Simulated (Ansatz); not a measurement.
**TiO₂ (P4_2/mnm): zone-centre phonons and dielectric response**

Measured values to be reproduced:
- Raman mode: 143 cm⁻¹ (rutile weak Raman band; Raman spectroscopy, 532 nm; powder; weak band; coincides with the most intense anatase band, anatase remnants contribute in one sample; “Structural Transformations of Hydrolysates Obtained from Ti-, Zr-, and Ti, Zr-Solutions Used for Clay Pillaring: Towards Understanding of the Mixed Pillars Nature”, 2018, pmc:6337573)
- infrared mode: 172 cm⁻¹ (A2u TO; 300 K; literature value quoted in passing; strongly temperature-dependent soft mode (incipient ferroelectric); quoted in “No clear evidence of ferroelectric order in tensile-strained anatase-TiO2 thin films grown on (110) NdGaO3 substrates”, 2016, arxiv:1602.02571)
- Raman mode: 447 cm⁻¹ (Eg; Raman, 785 nm excitation; ceramic; “Sensitivity of Anatase and Rutile Phases of TiO₂ to ion irradiation: Examination of the applicability of Coulomb Explosion and Thermal Spike Models”, 2018, pmc:6079046)
- Raman mode: 610 cm⁻¹ (rutile strong Raman band near 610; Raman spectroscopy, 532 nm; powder; “Structural Transformations of Hydrolysates Obtained from Ti-, Zr-, and Ti, Zr-Solutions Used for Clay Pillaring: Towards Understanding of the Mixed Pillars Nature”, 2018, pmc:6337573)

Perturbation theory with PBEsol in the PAW code Ansatz on the PBEsol cell, ground state and force constants on a 4×4×8 mesh. Computed at 0 K without zero-point motion; spin polarisation is off.

It is tetragonal, P4_2/mnm (No. 136); conventional cell a = 4.591 Å, c = 2.939 Å, 10.33 Å³ an atom. Around Ti lie 6 O at 1.94–1.98 Å and 2 Ti at 2.94 Å; around O lie 3 Ti at 1.94–1.98 Å.

```
CELL_PARAMETERS angstrom
4.59127 0.00000 0.00000
0.00000 4.59127 0.00000
0.00000 0.00000 2.93900
ATOMIC_POSITIONS crystal
Ti 0.00000 0.00000 0.00000
Ti 0.50000 0.50000 0.50000
O 0.30444 0.30444 0.00000
O 0.19556 0.80444 0.50000
O 0.69556 0.69556 0.00000
O 0.80444 0.19556 0.50000
```

Optical modes without the longitudinal term:
```tsv
ω (cm⁻¹)	degeneracy	IR intensity, summed over the level ((D/Å)²/amu)
55	1	141.45
72	1	0.00
86	2	182.62
141	1	0.00
367	2	9.55
373	1	0.00
416	1	0.00
447	2	0.00
478	2	35.53
590	1	0.00
795	1	0.00
```

All optical modes at Γ are real, from 55 to 795 cm⁻¹ without the longitudinal term; this says nothing of other wave vectors. The long-range field leaves the highest mode where it is. The program warns that the force constants, and all that is formed from them, aren't settled on this k mesh. Of the real levels 4 are infrared active, the strongest at 86 cm⁻¹.

The clamped-ion dielectric constant comes out as 7.40 along x and y, 8.84 along z. With the ions relaxed, ε⁰ is 432 along x and y, 1601 along z. Born charges, averaged over directions: Ti +6.73, O -3.37 e. The program notes that the ground state's band table doesn't vouch for all the bands that the response reads.

For comparison, on the r2SCAN cell the mean ε∞ is 7.00 with r2SCAN (ground state on 4×4×8; least gap 2.22 eV), 7.82 with PBE (ground state on 4×4×8; least gap 1.89 eV).

Calculation and measurement side by side:
- Raman mode at 143 cm⁻¹ (rutile weak Raman band): the nearest PBEsol mode at Γ lies at 141 cm⁻¹ (-1.1 %).
- Infrared mode at 172 cm⁻¹ (A2u TO): the nearest PBEsol mode of that kind lies at 55 cm⁻¹, more than 15 % away.
- Raman mode at 447 cm⁻¹ (Eg): the nearest PBEsol mode at Γ lies at 447 cm⁻¹ (+0.1 %).
- Raman mode at 610 cm⁻¹ (rutile strong Raman band near 610): the nearest PBEsol mode at Γ lies at 590 cm⁻¹ (-3.4 %).
Reports marked as nanostructured, strained, doped, implanted or mixed samples, and transport gaps, were set aside. Modes are paired by degeneracy and infrared activity, where the label gives them, and frequency; they are harmonic.
